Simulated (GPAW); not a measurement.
Here is a GPAW 26.7.0 calculation.

File run.py:

```python
import numpy as np
from ase.dft.bandgap import bandgap
from ase.io import read, write
from gpaw import GPAW, PW, setup_paths
from gpaw.response.df import DielectricFunction

setup_paths.insert(0, '.')

atoms = read('POSCAR')

calc = GPAW(mode=PW(600),
            xc='PBE',
            kpts={'size': (7, 7, 2), 'gamma': True},
            occupations={'name': 'fermi-dirac', 'width': 0.001},
            nbands=32,
            convergence={'density': 1e-06},
            maxiter=150,
            txt='gpaw.txt')
atoms.calc = calc
energy = atoms.get_potential_energy()
calc.write('gs.gpw')
write('result.traj', atoms)
print(f'Energy: {energy:.6f} eV')
print('Fermi level:', round(calc.get_fermi_level(), 4), 'eV')
print(f'Gap: {bandgap(calc)[0]:.4f} eV, direct: {bandgap(calc, direct=True)[0]:.4f} eV')

dense = calc.fixed_density(kpts={'size': (6, 6, 4), 'gamma': True},
                           nbands=102, convergence={'bands': 96},
                           update_fermi_level=True, txt='dense.txt')
dense.write('dense.gpw', mode='all')

df = DielectricFunction('dense.gpw', frequencies=np.array([0.0]), hilbert=False, eta=0.001,
                        ecut=60, nbands=96, txt='df.txt')
for q_c in [[0.0, 0.0, 0.25], [0.0, 0.0, 0.5], [0.0, 0.0, 0.75], [0.1666666667, 0.1666666667, 0.0], [0.3333333333, 0.3333333333, 0.0], [0.5, 0.5, 0.0], [0.6666666667, 0.6666666667, 0.0], [0.8333333333, 0.8333333333, 0.0]]:
    e0, e = df.get_dielectric_function(xc='RPA', q_c=q_c, filename=None)
    q = np.linalg.norm(2 * np.pi * np.array(q_c) @ atoms.cell.reciprocal())
    print(q_c, f'|q| = {q:.4f} 1/A: eps {e0[0].real:.4f} without, {e[0].real:.4f} with local fields')
```

The input POSCAR:

```
SiC
1.0
    3.0756941497      0.0000000000      0.0000000000
   -1.5378470748      2.6636292679      0.0000000000
    0.0000000000      0.0000000000     10.0706464800
Si C
4 4
Direct
   -0.0121500000     -0.0206490000      0.1835520000
   -0.0025820000      0.0018400000      0.6876480000
    0.3381010000      0.6729920000      0.4410540000
    0.6703780000      0.3309140000      0.9353530000
   -0.0081960000      0.0040860000      0.0031760000
    0.0062090000      0.0003760000      0.4997050000
    0.3283650000      0.6555110000      0.2492340000
    0.6667050000      0.3285780000      0.7480500000
```

Potentials or basis: PAW data sets generated in the run's folder for this functional, pw.

Run with:

```bash
$ gpaw-setup -f PBE C Si
$ OMP_NUM_THREADS=1 python run.py
```

Task: Estimate the band gap on the k mesh.

Result: 2.00 eV, indirect (least direct gap 3.23 eV).

A k mesh can miss the band edges.
